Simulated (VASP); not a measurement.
# Mg, self-consistent run: which settings are enough?

Mg, P6_3/mmc (no. 194), 2 atoms in the cell. LDA; PAW potentials Mg (LDA set). VASP 6.6.1.

Wanted: energy within 0.2 meV/atom; Fermi level within 0.005 eV.

What the run is for: comparing ways to start; Accuracy asked: tight.

POSCAR:
```
Mg
1.0
    3.2093000000      0.0000000000      0.0000000000
   -1.6046500000      2.7793353284      0.0000000000
    0.0000000000      0.0000000000      5.2103000000
Mg
2
Direct
    0.6666666667      0.3333333333      0.7500000000
    0.3333333333      0.6666666667      0.2500000000
```

## How the run starts (with a second run first, the time holds both)

| How the run starts (with a second run first, the time holds both) | Energy less reference (meV/atom) | Fermi level (eV) | Time (s) |
|---|---|---|---|
| from scratch: 10 SCF iterations | 0.00 | 2.3409 | 5.1 |
| density of a coarse mesh (ICHARG 1): 10 + 8 SCF iterations | 0.00 | 2.3410 | 7.1 |
| orbitals of a lower cutoff (ISTART 1): 10 + 4 SCF iterations | 0.00 | 2.3409 | 5.1 |
| orbitals of a loose run: 8 + 2 SCF iterations | 0.00 | 2.3409 | 4.9 |

Chosen: from scratch: 10 SCF iterations; no other choice that stays within half of the tolerance saves 30 % of the time.

The chosen settings are those of the reference run.

## The input

INCAR:
```
  ALGO = Normal
  EDIFF = 1E-6
  ENCUT = 400
  GGA = CA
  GGA_COMPAT = F
  ISIF = 2
  ISMEAR = 1
  LASPH = T
  LCHARG = F
  LREAL = F
  LWAVE = F
  NELM = 120
  PREC = Accurate
  SIGMA = 0.1
```

KPOINTS:
```
k-points
0
Gamma
  12 12 7
```

Commands:
```
cat potpaw_LDA.64/Mg/POTCAR > POTCAR
mpirun -np 1 vasp_std > vasp.out
```

The chosen input took VASP 6.6.1 5.1 s on 1 core (Intel Xeon Platinum 8559C (Emerald Rapids)), a shared host.

## An input that fails: restart asked without its files

VASP's message: ERROR: charge density could not be read from file CHGCAR for ICHARG>10.

Changes against the starting input:
```
- NELM = 120
+ NELM = 60
+ ICHARG = 11
```
